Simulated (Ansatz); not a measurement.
**Is this FeSi structure a true minimum?**

It was relaxed at this level from a cell as deposited in COD.

Method: Ansatz, DFT PBE, scalar-relativistic, plane waves, PAW. Cutoff 420 eV; k points 8×8×8 on the computed 8-atom cell (Γ-centred); Gaussian smearing, width 0.01 eV; no spin polarisation.

The cell below (8 atoms, space group P2_13 (No. 198)) is relaxed within its symmetry.

```xyz
8
Lattice="4.4480 0.0000 0.0000 0.0000 4.4480 0.0000 0.0000 0.0000 4.4480" Properties=species:S:1:pos:R:3 pbc="T T T"
Fe    0.6049    0.6049    0.6049
Fe    1.6191    3.8431    2.8289
Fe    2.8289    1.6191    3.8431
Fe    3.8431    2.8289    1.6191
Si    3.7395    3.7395    3.7395
Si    2.9325    0.7085    1.5155
Si    1.5155    2.9325    0.7085
Si    0.7085    1.5155    2.9325
```

For the test it was strained at random (σ = 1.5 % a component), the atoms were moved at random (σ = 0.15 Å), and all was relaxed again on a coarse 6×6×6 mesh (in the run’s order of axes) with 0.20 eV smearing, with no symmetry imposed.

Trial moments died out on the coarse mesh, so the last step has no spin; another magnetic start might hold.

Problem. Does it come back?

Solution. It returns, within 1 meV/atom of the unmoved cell on that mesh and with the same symmetry when read at 0.1 Å. So it is stable against the distortions that fit this cell and that this random move excites. Modes that don't fit the cell aren't tested.
